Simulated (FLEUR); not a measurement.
# GaAs (F-43m) in FLEUR: further runs

Runs on GaAs. Level: PBE. Tasks: equation of state.

All numbers are computed with FLEUR MaX-R8.1 (later development tree); they aren't measurements. Logs are shortened: lines on timing, memory, paths and dates and some standing lists are left out, and cuts for length are marked.

### 1 The structure

The structure is cubic, space group F-43m (No. 216). Conventional cell: a = 5.654 Å, b = 5.654 Å, c = 5.654 Å, α = 90.00°, β = 90.00°, γ = 90.00°. Around As (site symmetry -43m) lie 4 Ga at 2.45 Å. Ga (site symmetry -43m) is surrounded by 4 As at 2.45 Å.

### 2 Equation of state, PBE, 21.23 Å³/atom (volume scaled by 0.94)

Input file inp.xml:

```xml
<?xml version="1.0" encoding="UTF-8" standalone="no"?>
<fleurInput fleurInputVersion="0.39">
   <comment>
      GaAs                                                                                                
   </comment>
   <calculationSetup>
      <cutoffs Kmax="4.71" Gmax="14.6" GmaxXC="14.6" numbands="0"/>
      <scfLoop itmax="60" minDistance="0.00001" maxIterBroyd="15" imix="Anderson" alpha="0.05" precondParam="0.0" spinf="2.0" sdNocoIR="T"/>
      <coreElectrons ctail="T" frcor="F" kcrel="0" coretail_lmax="0"/>
      <xcFunctional name="pbe" relativisticCorrections="F"/>
      <magnetism jspins="1"/>
      <soc l_soc="F" theta="0.0" phi="0.0" spav="F"/>
      <expertModes spex="0" secvar="F"/>
      <geometryOptimization l_f="F" forcealpha="1.0" forcemix="BFGS" epsdisp="0.0005" epsforce="0.0002"/>
      <ldaU l_linMix="F" mixParam="0.05" spinf="1.0"/>
   </calculationSetup>
   <cell>
      <bzIntegration valenceElectrons="42.0" mode="hist" fermiSmearingEnergy="0.00183747">
         <kPointListSelection listName="default-1"/>
         <!-- k-points included here -->
         <xi:include xmlns:xi="http://www.w3.org/2001/XInclude" href="kpts.xml"> </xi:include>
      </bzIntegration>
      <!-- symmetry operations included here -->
      <xi:include xmlns:xi="http://www.w3.org/2001/XInclude" href="sym.xml"> </xi:include>
      <bulkLattice scale="0.9795861087">
         <bravaisMatrix>
            <row-1>    0.0000000000000000     5.3419722953255091     5.3419722953255091</row-1>
            <row-2>    5.3419722953255091     0.0000000000000000     5.3419722953255091</row-2>
            <row-3>    5.3419722953255091     5.3419722953255091     0.0000000000000000</row-3>
         </bravaisMatrix>
      </bulkLattice>
   </cell>
   <atomSpecies>
      <species name="Arsenic (As)" element="As" atomicNumber="33">
         <mtSphere radius="2.08" gridPoints="707" logIncrement="0.017"/>
         <atomicCutoffs lmax="9" lnonsphr="7"/>
         <electronConfig flipSpins="F">
            <coreConfig>(1s1/2) (2s1/2) (2p1/2) (2p3/2) (3s1/2)</coreConfig>
            <valenceConfig>(3p1/2) (3p3/2) (4s1/2) (3d3/2) (3d5/2) (4p1/2) (4p3/2)</valenceConfig>
            <stateOccupation state="(4p1/2)" spinUp="0.500000" spinDown="0.500000"/>
            <stateOccupation state="(4p3/2)" spinUp="1.000000" spinDown="1.000000"/>
         </electronConfig>
         <energyParameters s="4" p="4" d="3" f="4"/>
         <lo type="SCLO" l="1" n="3" eDeriv="0"/>
         <lo type="SCLO" l="1" n="3" eDeriv="1"/>
         <lo type="HELO" l="2" n="4" eDeriv="0"/>
         <lo type="HELO" l="2" n="4" eDeriv="1"/>
         <lo type="SCLO" l="0" n="4" eDeriv="2"/>
         <lo type="SCLO" l="3" n="4" eDeriv="2"/>
      </species>
      <species name="Gallium (Ga)" element="Ga" atomicNumber="31">
         <mtSphere radius="2.08" gridPoints="707" logIncrement="0.017"/>
         <atomicCutoffs lmax="9" lnonsphr="7"/>
         <electronConfig flipSpins="F">
            <coreConfig>(1s1/2) (2s1/2) (2p1/2) (2p3/2)</coreConfig>
            <valenceConfig>(3s1/2) (3p1/2) (3p3/2) (4s1/2) (3d3/2) (3d5/2) (4p1/2) (4p3/2)</valenceConfig>
            <stateOccupation state="(4p1/2)" spinUp="0.166667" spinDown="0.166667"/>
            <stateOccupation state="(4p3/2)" spinUp="0.333333" spinDown="0.333333"/>
         </electronConfig>
         <energyParameters s="4" p="4" d="3" f="4"/>
         <lo type="SCLO" l="0" n="3" eDeriv="0"/>
         <lo type="SCLO" l="1" n="3" eDeriv="0"/>
         <lo type="SCLO" l="1" n="3" eDeriv="1"/>
         <lo type="HELO" l="2" n="4" eDeriv="0"/>
         <lo type="HELO" l="2" n="4" eDeriv="1"/>
         <lo type="SCLO" l="3" n="4" eDeriv="2"/>
      </species>
   </atomSpecies>
   <atomGroups>
      <atomGroup species="Arsenic (As)">
         <relPos label="                   1">-1.000/4.000 -1.000/4.000 -1.000/4.000</relPos>
         <force calculate="T" relaxXYZ="TTT"/>
      </atomGroup>
      <atomGroup species="Gallium (Ga)">
         <relPos label="                   2">.0000000000 .0000000000 .0000000000</relPos>
         <force calculate="T" relaxXYZ="TTT"/>
      </atomGroup>
   </atomGroups>
   <output dos="F" band="F" slice="F">
      <checks vchk="F" cdinf="F"/>
      <bandDOS minEnergy="-.5*Htr" maxEnergy="0.5*Htr" sigma="0.015" storeEVData="T"/>
      <vacuumDOS vacdos="F" integ="F" star="F" nstars="0" locx1="0.0" locy1="0.0" locx2="0.0" locy2="0.0" nstm="0" tworkf="0.0"/>
      <unfoldingBand unfoldBand="F" supercellX="1" supercellY="1" supercellZ="1"/>
      <plotting iplot="0" polar="F">
         <plot TwoD="T" vec1="  1.0  0.0  0.0" vec2="  0.0  1.0  0.0" vec3="  0.0  0.0  1.0" zero="  0.0  0.0  0.0" file="plot"/>
      </plotting>
      <chargeDensitySlicing numkpt="0" minEigenval="0.0" maxEigenval="0.0" nnne="0" pallst="F"/>
      <specialOutput eonly="F"/>
      <moessbauerParams electricFieldGradient="T" isomerShift="T" coreHyperfine="T" valenceHyperfine="T"/>
      <magneticCircularDichroism mcd="F" energyLo="-10.0" energyUp="0.0"/>
   </output>
  <!-- We include the file relax.xml here to enable relaxations (see documentation) -->
  <xi:include xmlns:xi="http://www.w3.org/2001/XInclude" href="relax.xml"> <xi:fallback/> </xi:include>
</fleurInput>
```

Potentials or basis: all-electron, FLAPW.

Launch:

```
inpgen -f crystal.txt -profile fastHighL
# inp.xml edited to the form shown
fleur_MPI
```

The program printed:

```text
Welcome to FLEUR        (www.flapw.de)
      MaX-Release 8.1          (www.max-centre.eu)

 ========== k-point set info ==========
 Selected k-point list: default-1
 k-point list type: mesh
 8 x 8 x 8
 Number of k points: 29

 ------------Calculation Setup---------------------------
 Number of MPI-tasks      :            1
 Number of PE/node        :            1
 Number of OMP-threads    :            1
 Most efficient MPI parallelization for:
           1          29
 Additional eigenvalue parallelization possible
 Number of basis functions:          615
 Approximate size of matrices (H+S) per k-point:         0.011 GB
 --------------------------------------------------------
 Iteration:     1   Distance:       7.19202628 me/bohr^3
 Iteration:     2   Distance:       6.64064270 me/bohr^3
 Iteration:     3   Distance:       3.69397795 me/bohr^3
 Iteration:     4   Distance:       1.06768881 me/bohr^3
 Iteration:     5   Distance:       0.90487417 me/bohr^3
 Iteration:     6   Distance:       0.19513267 me/bohr^3
 Iteration:     7   Distance:       0.11821770 me/bohr^3
 Iteration:     8   Distance:       0.07145589 me/bohr^3
 Iteration:     9   Distance:       0.00861376 me/bohr^3
 Iteration:    10   Distance:       0.00734570 me/bohr^3
 Iteration:    11   Distance:       0.00213232 me/bohr^3
 Iteration:    12   Distance:       0.00070175 me/bohr^3
 Iteration:    13   Distance:       0.00019969 me/bohr^3
 Iteration:    14   Distance:       0.00001832 me/bohr^3
 Iteration:    15   Distance:       0.00001902 me/bohr^3
 Iteration:    16   Distance:       0.00001751 me/bohr^3
 Iteration:    17   Distance:       0.00001084 me/bohr^3
 Iteration:    18   Distance:       0.00000282 me/bohr^3

 ********************************************************************
 Run finished successfully
 Stop message:
   all done
 ********************************************************************
```

It took 2.3 min on 1 thread of Arm Neoverse V1, shared host; peak memory 0.07 GiB.

Results:

| Quantity | Value |
| --- | --- |
| Free energy | -114429.8178 eV |
| Band gap on the k mesh | 1.00 eV, direct |
| Valence electrons inside the program's atomic spheres | As 18.68; Ga 19.05 (radii As 2.08, Ga 2.08 bohr) |

### 3 Equation of state, PBE, 21.69 Å³/atom (volume scaled by 0.96)

Edit inp.xml of step 2 so:

```diff
@@ -24,3 +24,3 @@
       <xi:include xmlns:xi="http://www.w3.org/2001/XInclude" href="sym.xml"> </xi:include>
-      <bulkLattice scale="0.9795861087">
+      <bulkLattice scale="0.9864848297">
          <bravaisMatrix>
```

Potentials or basis: all-electron, FLAPW.

Launch:

```
inpgen -f crystal.txt -profile fastHighL
# inp.xml edited to the form shown
fleur_MPI
```

It took 2.4 min on 1 thread of Arm Neoverse V1, shared host; peak memory 0.06 GiB.

The run converged. Its results:

- Free energy: -114429.8608 eV
- Band gap on the k mesh: 0.83 eV, direct
- Valence electrons inside the program's atomic spheres: As 18.67; Ga 19.03 (radii As 2.08, Ga 2.08 bohr)

### 4 Equation of state, PBE, 22.14 Å³/atom (volume scaled by 0.98)

Edit inp.xml of step 3 so:

```diff
@@ -24,3 +24,3 @@
       <xi:include xmlns:xi="http://www.w3.org/2001/XInclude" href="sym.xml"> </xi:include>
-      <bulkLattice scale="0.9864848297">
+      <bulkLattice scale="0.9932883884">
          <bravaisMatrix>
```

Launch:

```
inpgen -f crystal.txt -profile fastHighL
# inp.xml edited to the form shown
fleur_MPI
```

Wall time 2.4 min (1 thread of Arm Neoverse V1, shared host); peak memory 0.07 GiB.

The run converged. Its results:

* Free energy: -114429.8932 eV
* Band gap on the k mesh: 0.68 eV, direct
* Valence electrons inside the program's atomic spheres: As 18.65; Ga 19.02 (radii As 2.08, Ga 2.08 bohr)

### 5 Equation of state, PBE, 22.59 Å³/atom

Edit inp.xml of step 4 so:

```diff
@@ -24,3 +24,3 @@
       <xi:include xmlns:xi="http://www.w3.org/2001/XInclude" href="sym.xml"> </xi:include>
-      <bulkLattice scale="0.9932883884">
+      <bulkLattice scale="1.0000000000">
          <bravaisMatrix>
```

Launch:

```
inpgen -f crystal.txt -profile fastHighL
# inp.xml edited to the form shown
fleur_MPI
```

Run time: 2.6 min. Hardware: 1 thread of Arm Neoverse V1, shared host; peak memory 0.07 GiB.

Results (log left out):

* Free energy: -114429.9163 eV
* Band gap on the k mesh: 0.52 eV, direct
* Valence electrons inside the program's atomic spheres: As 18.64; Ga 19.00 (radii As 2.08, Ga 2.08 bohr)

### 6 Equation of state, PBE, 23.04 Å³/atom (volume scaled by 1.02)

Edit inp.xml of step 5 so:

```diff
@@ -24,3 +24,3 @@
       <xi:include xmlns:xi="http://www.w3.org/2001/XInclude" href="sym.xml"> </xi:include>
-      <bulkLattice scale="1.0000000000">
+      <bulkLattice scale="1.0066227096">
          <bravaisMatrix>
```

Potentials or basis: all-electron, FLAPW.

Launch:

```
inpgen -f crystal.txt -profile fastHighL
# inp.xml edited to the form shown
fleur_MPI
```

It took 2.6 min on 1 thread of Arm Neoverse V1, shared host; peak memory 0.07 GiB.

Results (log left out):

* Free energy: -114429.9304 eV
* Band gap on the k mesh: 0.37 eV, direct
* Valence electrons inside the program's atomic spheres: As 18.62; Ga 18.99 (radii As 2.08, Ga 2.08 bohr)

### 7 Equation of state, PBE, 23.49 Å³/atom (volume scaled by 1.04)

Edit inp.xml of step 6 so:

```diff
@@ -24,3 +24,3 @@
       <xi:include xmlns:xi="http://www.w3.org/2001/XInclude" href="sym.xml"> </xi:include>
-      <bulkLattice scale="1.0066227096">
+      <bulkLattice scale="1.0131594038">
          <bravaisMatrix>
```

Launch:

```
inpgen -f crystal.txt -profile fastHighL
# inp.xml edited to the form shown
fleur_MPI
```

Wall time 2.7 min (1 thread of Arm Neoverse V1, shared host); peak memory 0.07 GiB.

It converged, with:

| Item | Value |
| --- | --- |
| Free energy | -114429.9372 eV |
| Band gap on the k mesh | 0.23 eV, direct |
| Valence electrons inside the program's atomic spheres | As 18.61; Ga 18.98 (radii As 2.08, Ga 2.08 bohr) |

### 8 Equation of state, PBE, 23.94 Å³/atom (volume scaled by 1.06)

Edit inp.xml of step 7 so:

```diff
@@ -24,3 +24,3 @@
       <xi:include xmlns:xi="http://www.w3.org/2001/XInclude" href="sym.xml"> </xi:include>
-      <bulkLattice scale="1.0131594038">
+      <bulkLattice scale="1.0196128224">
          <bravaisMatrix>
```

Launch:

```
inpgen -f crystal.txt -profile fastHighL
# inp.xml edited to the form shown
fleur_MPI
```

Wall time 2.6 min (1 thread of Arm Neoverse V1, shared host); peak memory 0.07 GiB.

The run converged. Its results:

```
Free energy                                           : -114429.9369 eV
Band gap on the k mesh                                : 0.09 eV, direct
Valence electrons inside the program's atomic spheres : As 18.60; Ga 18.96 (radii As 2.08, Ga 2.08 bohr)
```

### 9 Equation of state, PBE

Potentials or basis: all-electron, FLAPW.

No new run: the results of the series are fitted here.

What came out:

```yaml
Equilibrium_volume: 23.70 Å³/atom
Bulk_modulus: 61 GPa
Pressure_derivative_of_the_bulk_modulus: 4.6
```

Energy against volume, from the lowest point:
| volume (Å³/atom) | energy (meV/atom) |
| --- | --- |
| 21.234 | 59.70 |
| 21.686 | 38.19 |
| 22.138 | 21.99 |
| 22.590 | 10.46 |
| 23.041 | 3.41 |
| 23.493 | 0.00 |
| 23.945 | 0.13 |
